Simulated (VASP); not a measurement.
Write the native input for VASP 6.6.1 that does the following.

* Task: relaxation of cell and atoms
* Functional: PBEsol
* Potentials or basis: VASP PAW PBE potentials, release 64 (Na_pv, Cl)
* Cutoff: 600 eV
* k mesh: 6 × 6 × 6
* Occupations: gaussian, width 0.1 eV
* Spin: no spin polarisation
* Target pressure: 32 GPa
* Dipole correction: no
* Further INCAR settings: ALGO = Fast; EDIFF = 1e-07; IBRION = 2; EDIFFG = -0.05; NSW = 80; ISIF = 3
* Target pressure: 32 GPa

The structure of NaCl lies in POSCAR:

```
NaCl
1.0
    3.5021900000      0.0000000000      0.0000000000
    0.0000000000      3.5021900000      0.0000000000
    0.0000000000      0.0000000000      3.5021900000
Na Cl
1 1
Direct
    0.0000000000      0.0000000000      0.0000000000
    0.5000000000      0.5000000000      0.5000000000
```

Measurements of this composition are mostly on another form, of space group No. 225.

The input as run:

INCAR

```
SYSTEM = NaCl
PREC = Accurate
ENCUT = 600
EDIFF = 1E-7
ISMEAR = 0
SIGMA = 0.1
LREAL = .False.
LASPH = .True.
NELM = 60
ALGO = Fast
ISIF = 3
LWAVE = .False.
LCHARG = .False.
GGA = PS
IBRION = 2
NSW = 80
EDIFFG = -0.05
PSTRESS = 320.0
```

KPOINTS

```
Automatic mesh
0
Gamma
  6 6 6
  0 0 0
```

Potentials or basis: VASP PAW PBE potentials, release 64 (Na_pv, Cl).

The run is started by

```sh
$ cat potpaw_PBE.64/Na_pv/POTCAR potpaw_PBE.64/Cl/POTCAR > POTCAR
$ mpirun -np 1 vasp_std > vasp.out
```

Results of the run:

```
Relaxed volume                                         : 13.55 Å³/atom
Relaxed cell                                           : a = 3.004 Å, b = 3.004 Å, c = 3.004 Å, α = 90.00°, β = 90.00°, γ = 90.00°
Space group after relaxing (to 0.05 Å)                 : Pm-3m (No. 221)
Energy change on relaxing (the enthalpy is what falls) : +457.0 meV/atom
Ionic steps                                            : 4
Pressure after relaxing                                : 31.6 GPa
Band gap on the k mesh                                 : 4.72 eV, direct
```

Caveat: the cell is relaxed towards a set pressure, so the enthalpy falls and the energy may rise; the volume moved by over 15 % at a fixed basis, so the end points are rough; the PAW data sets were made with another functional, which shifts forces and pressure a little.

It took 17 s on 1 thread of Intel(R) Xeon(R) 6975P-C (Granite Rapids), with other jobs on the host, peak memory 0.15 GiB.
